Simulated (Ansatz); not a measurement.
**GaN (P6_3mc): the equilibrium volume**

At what volume is GaN (P6_3mc) free of pressure?

Computed with Ansatz 0.2.0 (DFT PBE, scalar-relativistic, plane waves, PAW, unless a step's input says otherwise).

3 further runs of the same task are left out: 3 set aside as unsound or not needed.

## Step 1: The system as given

It takes space group P6_3mc (No. 186, hexagonal). Conventional cell: a = 3.189 Å, b = 3.189 Å, c = 5.192 Å, α = 90.00°, β = 90.00°, γ = 120.00°. Around Ga (site symmetry 3m) lie 4 N at 1.95 to 1.96 Å. Around N (site symmetry 3m) lie 4 Ga at 1.95 to 1.96 Å.

Structure file:

```cif
data_structure
_symmetry_space_group_name_H-M 'P6_3mc'
_symmetry_Int_Tables_number 186
_cell_length_a 3.1889
_cell_length_b 3.1889
_cell_length_c 5.1924
_cell_angle_alpha 90.000
_cell_angle_beta 90.000
_cell_angle_gamma 120.000
_cell_volume 45.73
loop_
_atom_site_label
_atom_site_type_symbol
_atom_site_symmetry_multiplicity
_atom_site_Wyckoff_symbol
_atom_site_fract_x
_atom_site_fract_y
_atom_site_fract_z
_atom_site_occupancy
Ga1 Ga 2 b 0.66667 0.33333 0.49908 1
N1 N 2 b 0.66667 0.33333 0.87592 1
```

## Step 2: At the starting volume (PBE, 6×6×4 mesh)

Contents of input.yaml:

```yaml
crystal:
  lattice:
    - [3.1889304035, 0.0, 0.0]
    - [-1.5944652018, 2.7616947404, 0.0]
    - [0.0, 0.0, 5.19235725]
  atoms:
    - { symbol: Ga, position: [0.66666667, 0.33333333, 0.49908371] }
    - { symbol: Ga, position: [0.33333333, 0.66666667, 0.99908371] }
    - { symbol: "N", position: [0.66666667, 0.33333333, 0.87591629] }
    - { symbol: "N", position: [0.33333333, 0.66666667, 0.37591629] }
basis:
  ecutwfc: 420
kpoints:
  mp_grid: { grid: [6, 6, 4] }
hamiltonian:
  xc: pbe
scf:
  occupations: { method: gaussian, width: 0.1 }
output:
  forces: true
  stress: true
  eigenvalues: true
```

Launch:

```bash
> ansatz run input.yaml --threads 8 --pin off --max-ram 16384MiB --backend cpu --events-out ev --progress --plain --runs-dir out
```

The log of the run (excerpt; [...] marks lines left out):

```text
Warning: RAYON_NUM_THREADS=8 ignored (pool sized by the plan → 8); use --threads N
[...]
Pseudopotentials: kind: paw
Pseudopotential: Ga, paw, valence charge 13, recommended cutoff 420 eV (normal), Ga.paw.azcp
Pseudopotential: N, paw, valence charge 5, recommended cutoff 420 eV (normal), N.paw.azcp
Functional definition: PBE
[...]
Crystal: 4 atoms, lattice volume = 45.728 Å³
Basis set: ecut = 420 eV, 917 PW (Γ), exchange–correlation on 48×48×72 points (8 copies of the dense FFT grid, shifted against one another)
Bands: 22, of which v1, the nominal top of the filled ones, is band 18 counted from 1 (17 counted from 0)
Symmetry: 12 space group operations
Space group: P63mc (ITA 186), of the structure as read, at distance tolerance 3.6e-5 Å
k-points: 21 of 144 (time reversal used)
[...]
SCF iter   1: F=—  HF=-8335.811848 eV  |F-HF|=—  |Δ(HF+E_count)|=         —  Δρ=7.74e-4  dr2=1.30e-4  ethr=1.77e-3  ⟨swp⟩=4.6  Hψ=1785  notcnv=0
[...]
SCF iter   6: F=-8335.812604 eV  HF=-8335.812604 eV  |F-HF|=3.38e-10  |Δ(HF+E_count)|=   2.25e-7  Δρ=6.48e-6  dr2=1.67e-8  ethr=2.78e-10  ⟨swp⟩=5.0  Hψ=1910  notcnv=0
[...]
SCF converged after 6 iterations
Free energy (F): -8335.812604 eV
[...]
E sigma→0 (E₀):  -8335.812604 eV
Fermi energy:    10.634633 eV
[...]
--- Forces (eV/Å), atoms counted from 1 ---
  atom   1  Ga    -0.00000000    -0.00000000     0.00589784
  atom   2  Ga     0.00000000     0.00000000     0.00589784
  atom   3  N      0.00000000    -0.00000000    -0.00590655
  atom   4  N      0.00000000     0.00000000    -0.00590655
[...]
--- Stress (GPa, compression-positive) ---
        5.125247      -0.000000      -0.000000
        0.000000       5.125247       0.000000
       -0.000000       0.000000       5.163894
  P = ⅓ Tr σ = 5.1381 GPa (51.381 kbar)
--- Band table (eV; the first three rows and the last of 21) ---
  k-point 0: bands = ["-6.2851", "-5.3909", "-3.8024", "-3.7877", "-3.7877", "-3.7272", "-3.7272", "-3.5377", "-3.5377", "-3.4406", "-3.4406", "-2.1881", "2.6436", "8.6520", "8.6520", "9.6470", "9.6837", "9.6837", "11.5819", "13.9265", "18.8706", "19.5754"]
[...]
```

It took 0.85 s on 8 threads of Arm Neoverse V2, shared host; peak memory 0.36 GiB.

This gives: volume 11.432 Å³/atom, pressure 5.14 GPa, mesh gap 1.90 eV.

(Part 1 of 2 ends here.)
